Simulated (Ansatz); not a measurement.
# Li on Pd(100): change of the work function, part 5 of 5

Wanted: Δφ(θ) for Li/Pd(100), starting from the bridge site.

Ansatz 0.2.0; plane-wave DFT, PBE, Ansatz PAW (the session's first sound run).

So far, work function, upper face (eV): step 2 (the clean slab, PBE) 5.10; step 7 (the slab at 0.25 ML, atoms frozen, PBE) 2.62; step 8 (the substrate of the 0.25 ML cell alone, PBE) 5.10; step 9 (the adsorbate layer of the 0.25 ML cell alone, PBE) 3.03; step 11 (varying the input, RPBE PBE) 3.32.

## (12) The same run with other settings

Level of this step: plane-wave DFT, PBE, Ansatz PAW, but for the change named below (Ansatz).

System of this step: Pd(100). The cell holds 4 atoms: 4 Pd. Cell: a = 2.751 Å, b = 2.751 Å, c = 23.835 Å, α = 90.0°, β = 90.0°, γ = 90.0°. Vacuum lies along c.

Another changed input: it repeats the earlier run at 0 ML with hamiltonian.xc from pbe to rpbe, scf.occupations.width from 0.1 removed and scf.occupations.method from fermi_dirac to tetrahedron.

input.yaml

```yaml
crystal:
  lattice:
    - [2.7506453788, 0.0, 0.0]
    - [0.0, 2.7506453788, 0.0]
    - [0.0, 0.0, 23.835]
  atoms:
    - { symbol: Pd, position: [0.5, 0.5, 0.3775959723] }
    - { symbol: Pd, position: [0.0, 0.0, 0.4591986574] }
    - { symbol: Pd, position: [0.5, 0.5, 0.5408013426] }
    - { symbol: Pd, position: [0.0, 0.0, 0.6224040277] }
kpoints:
  mp_grid: { grid: [11, 11, 1] }
hamiltonian:
  xc: rpbe
scf:
  occupations: { method: tetrahedron }
  convergence: { dr2_threshold: 1.0e-08 }
efield:
  axis: 3
  dipole_correction: true
  ramp_position: 0.97
  ramp_width: 0.06
relax:
  f_tol: 0.02
  max_steps: 60
  constraints: [{ sites: [0, 1] }]
output:
  write_potential: true
  write_density: true
  volumetric_format: npy
```

Started as:

```sh
$ ansatz run input.yaml --threads 4 --pin off --max-ram 12288MiB --backend cpu --events-out ev --progress --plain --runs-dir out
```

Numbers of over 12 decimals in the logs are rounded to 6 here.

What it wrote:

```text
Warning: relax: with tetrahedron occupations the Hellmann–Feynman forces and the energy need not agree along the walk (scf.occupations.method in the input reference, under Limitations); prefer a smearing scheme for the relaxation and re-run the relaxed geometry with tetrahedron occupations for the final energies/DOS
[...]
Crystal: 4 atoms, lattice volume = 180.337 Å³
Basis set: ecut = 420 eV, 3579 PW (Γ), exchange–correlation on 40×40×320 points (8 copies of the dense FFT grid, shifted against one another)
Bands: 44, of which v1, the nominal top of the filled ones, is band 36 counted from 1 (35 counted from 0)
Symmetry: 8 space group operations
k-points: 21 of 121
[...]
SCF iter   1: F=—  HF=-27921.033905 eV  |F-HF|=—  |Δ(HF+E_count)|=         —  Δρ=9.58e-3  dr2=6.66e-1  ethr=1.77e-3  p=0.000 e·Å  D=1.08e-13 V/Å  ΔV_dip=-0.00 eV  dr2_dipole=1.42e-7  V_vac-E_F(+/−)=4.75/4.75 eV  ⟨swp⟩=8.7  Hψ=4172  notcnv=0
[...]
SCF iter  14: F=-27920.999586 eV  HF=-27920.999586 eV  |F-HF|=3.53e-9  |Δ(HF+E_count)|=   2.48e-6  Δρ=1.20e-6  dr2=1.49e-9  ethr=1.39e-11  p=-0.000 e·Å  D=-2.06e-7 V/Å  ΔV_dip=0.00 eV  dr2_dipole=8.24e-11  V_vac-E_F(+/−)=4.93/4.93 eV  ⟨swp⟩=8.5  Hψ=6418  notcnv=0
SCF 1 converged in 14 iterations: F = -27920.999586 eV  dr2 = 1.49e-9
[...]
relax step   1: F+E_penalty+E_count = -27920.99958586 eV  Δ(F+E_penalty+E_count) = +0.000e0 eV  max|allowed force component| = 4.007e-1 eV/Å  Δτ_max = 0.0000 Å  (14 SCF iters, accepted)
[...]
SCF iter  16: F=-27921.049353 eV  HF=-27921.049353 eV  |F-HF|=9.71e-10  |Δ(HF+E_count)|=   5.27e-7  Δρ=8.43e-7  dr2=1.34e-9  ethr=3.04e-12  p=-0.000 e·Å  D=-4.40e-4 V/Å  ΔV_dip=0.01 eV  dr2_dipole=1.01e-10  V_vac-E_F(+/−)=4.96/4.95 eV  ⟨swp⟩=6.7  Hψ=5726  notcnv=0
SCF 2 converged in 16 iterations: F = -27921.049353 eV  dr2 = 1.34e-9
relax step   2: F+E_penalty+E_count = -27921.04935335 eV  Δ(F+E_penalty+E_count) = -4.977e-2 eV  max|allowed force component| = 3.144e-2 eV/Å  Δτ_max = 0.1949 Å  (16 SCF iters, accepted)
SCF iter   1: F=—  HF=-27921.049489 eV  |F-HF|=—  |Δ(HF+E_count)|=         —  Δρ=8.21e-4  dr2=7.21e-3  ethr=1.20e-5  p=-0.000 e·Å  D=-4.40e-4 V/Å  ΔV_dip=0.01 eV  dr2_dipole=1.98e-3  V_vac-E_F(+/−)=4.95/4.94 eV  ⟨swp⟩=4.0  Hψ=1996  notcnv=0  defer=36
[...]
SCF iter  12: F=-27921.049222 eV  HF=-27921.049222 eV  |F-HF|=3.57e-10  |Δ(HF+E_count)|=   2.48e-7  Δρ=5.26e-7  dr2=5.75e-10  ethr=1.39e-11  p=-0.000 e·Å  D=-3.90e-4 V/Å  ΔV_dip=0.01 eV  dr2_dipole=7.51e-11  V_vac-E_F(+/−)=4.95/4.95 eV  ⟨swp⟩=7.0  Hψ=5622  notcnv=0
SCF 3 converged in 12 iterations: F = -27921.049222 eV  dr2 = 5.75e-10
relax step   3: F+E_penalty+E_count = -27921.04922215 eV  Δ(F+E_penalty+E_count) = +1.312e-4 eV  max|allowed force component| = 1.455e-3 eV/Å  Δτ_max = 0.0094 Å  (12 SCF iters, accepted)
[...]
SCF converged after 12 iterations
Stability not checked: this state was not tested for a lower state beside it, because cold or Methfessel-Paxton smearing, or corrected tetrahedra, fill the levels in a way that the test cannot read (fill_not_monotonic; see scf.lower_state_search)
Free energy (F): -27921.049222 eV
[...]
Internal energy: -27921.047128 eV  (E = F + TS)
E sigma→0 (E₀):  -27921.049222 eV
Entropy (-TS):   -0.002094 eV (-0.523 meV/atom)
Fermi energy:    3.183231 eV
Dipole field:    D = -0.000378 V/Å  (p = -0.000377 e·Å, saw-weighted, corrected)
Work function:   Φ+ = 4.9548 eV   Φ− = 4.9458 eV
[...]
--- Forces (eV/Å), atoms counted from 1 ---
  atom   1  Pd    -0.00000000     0.00000000    -0.37970006
  atom   2  Pd    -0.00000000     0.00000000     0.37875551
  atom   3  Pd     0.00000000     0.00000000    -0.00051360
  atom   4  Pd     0.00000000     0.00000000     0.00145460
  max |Σ_I F_I| component: 3.55e-6 eV/Å
--- Band table (eV; the first three rows and the last of 21) ---
  k-point 0: bands = [... 32 lower, 2.6625, 2.6988, 2.6988, 3.0772, 3.1989, 3.2871, 3.2871, 4.3081, ... 4 higher]
  k-point 1: bands = [... 32 lower, 2.3949, 2.4465, 2.8660, 2.9525, 3.0630, 3.1161, 3.3227, 4.7371, ... 4 higher]
  k-point 2: bands = [... 32 lower, 2.1843, 2.2898, 2.7400, 2.7833, 3.1055, 3.2993, 3.4571, 5.5884, ... 4 higher]
  k-point 20: bands = [... 32 lower, 3.3970, 3.4829, 3.6862, 3.7731, 7.2781, 8.1350, 9.3012, 10.2398, ... 4 higher]
--- Relaxed structure (3 steps of the walk, 3 accepted, 0 SCFs on fresh bases) ---
  F+E_penalty+E_count = -27921.04922215 eV   max|allowed force component| = 1.455e-3 eV/Å
  atoms:
    - { symbol: Pd, position: [0.5, 0.5, 0.377596] }
    - { symbol: Pd, position: [0.0, 0.0, 0.459199] }
    - { symbol: Pd, position: [0.5, 0.5, 0.545174] }
    - { symbol: Pd, position: [0, 0.0, 0.630189] }
```

Wall time 17 s (4 threads of Arm Neoverse V1, shared host); peak memory 0.63 GiB.

The steps of the relaxation:

```csv
step,energy less that of the first step (eV),largest force component (eV/Å)
1,0.0000,0.4007
2,-0.0498,0.0314
3,-0.0496,0.0015
```

Forces are held to the 8 operations that the run works with; a distortion that breaks them can't arise in this run.

The atoms that moved most (Å):

```csv
atom,dx,dy,dz,length
Pd4,0.000,0.000,0.186,0.186
Pd3,0.000,0.000,0.104,0.104
```

The relaxed structure:

```cif
data_structure
_symmetry_space_group_name_H-M 'P 1'
_symmetry_Int_Tables_number 1
_cell_length_a 2.7506
_cell_length_b 2.7506
_cell_length_c 23.8350
_cell_angle_alpha 90.000
_cell_angle_beta 90.000
_cell_angle_gamma 90.000
_cell_volume 180.34
loop_
_atom_site_label
_atom_site_type_symbol
_atom_site_fract_x
_atom_site_fract_y
_atom_site_fract_z
_atom_site_occupancy
Pd1 Pd 0.50000 0.50000 0.37760 1
Pd2 Pd 0.00000 0.00000 0.45920 1
Pd3 Pd 0.50000 0.50000 0.54517 1
Pd4 Pd 0.00000 0.00000 0.63019 1
```

This step gave:

```yaml
work_function_upper_face: 4.955 eV
dipole_along_the_normal: -3.77e-4 e·Å
```

```csv
quantity,this run,earlier run,difference
"work function, upper face (eV)",4.955,5.104,-0.15
dipole along the normal (e·Å),-3.77e-4,-1.27e-4,-2.5e-4
```

What moves beyond 0.01 in its unit (for the dipole 0.5 % and 5e-5 e·Å): work function, upper face (-0.15 eV) and dipole along the normal (-0.000249 e·Å).

## (13) Outcome

```
work function of the clean face                                                           : 5.10 eV
work function at 0.25 ML                                                                  : 2.62 eV
work function at 0.5 ML                                                                   : 2.25 eV
work function at 1 ML                                                                     : 3.33 eV
dipole per adsorbate at 0.25 ML, positive end outwards                                    : 2.00 D
step of the potential from the moved charge at 0.25 ML, upper less lower side, atoms held : -2.48 eV
```

What this shows: Li lowers the work function of Pd(100) at the lowest coverage, by 2.48 eV: the adsorbate layer has its positive end outwards. The dipole per adsorbate falls from 2.00 to 0.35 D as the layer fills. Neighbouring dipoles depolarise each other, and heights and bonding change with coverage too. The work function passes a minimum near 0.5 ML among the coverages run and rises again. The slab has 4 layers, at the tabulated experimental lattice constant, one starting site was run, and quantum-size effects of a slab this thin can reach one or two tenths of an eV.

[Logs are printed without paths, hosts, clocks, repeated set-up lines and the standing remarks that a program may print on its own settings, such as how far it seeks lower states.]

[Hosts, paths, dates, database ids (printed as entryN), source tags and the programs' standing remarks are cut or masked in the printed files.]

[Maps of the electrostatic potential energy from Ansatz leave out the sawtooth potential of an applied field or a dipole correction, so their vacuum need not be flat; planar profiles and work functions include it.]
